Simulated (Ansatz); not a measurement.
BeO:
```cif
data_Be2O2
_chemical_formula_sum 'Be2 O2'
_space_group_name_H-M_alt 'P 1'
_space_group_IT_number 1
_cell_length_a 2.69282
_cell_length_b 2.69282
_cell_length_c 4.37282
_cell_angle_alpha 90.000
_cell_angle_beta 90.000
_cell_angle_gamma 120.000
loop_
_space_group_symop_operation_xyz
  'x, y, z'
loop_
_atom_site_label
_atom_site_type_symbol
_atom_site_fract_x
_atom_site_fract_y
_atom_site_fract_z
_atom_site_occupancy
Be1 Be 0.33333 0.66667 0.99990 1
Be2 Be 0.66667 0.33333 0.49990 1
O1 O 0.33333 0.66667 0.37760 1
O2 O 0.66667 0.33333 0.87760 1
```

Relaxed with PBEsol.

Problem. Decompose the optical modes at the zone centre into irreducible representations, and say which are infrared and Raman allowed.

Solution. Point group 6mm: Γ_opt = A1 + 2B1 + E1 + 2E2. Infrared: A1, E1. Raman: A1, E1, E2.

Problem. Assign frequencies (DFPT, DFT-PBEsol in the program Ansatz with PAW potentials; without the LO–TO term).

Solution. E2 324, A1 690, E2 693, B1 705, E1 730, B1 871 cm⁻¹.

Subscripts of B labels follow the axes of the standard setting.

Space group P6_3mc (wurtzite). The PBEsol relaxation kept the symmetry of its start; phonons on a q-mesh show no instability.

Potentials: the later of the program's two PAW sets.
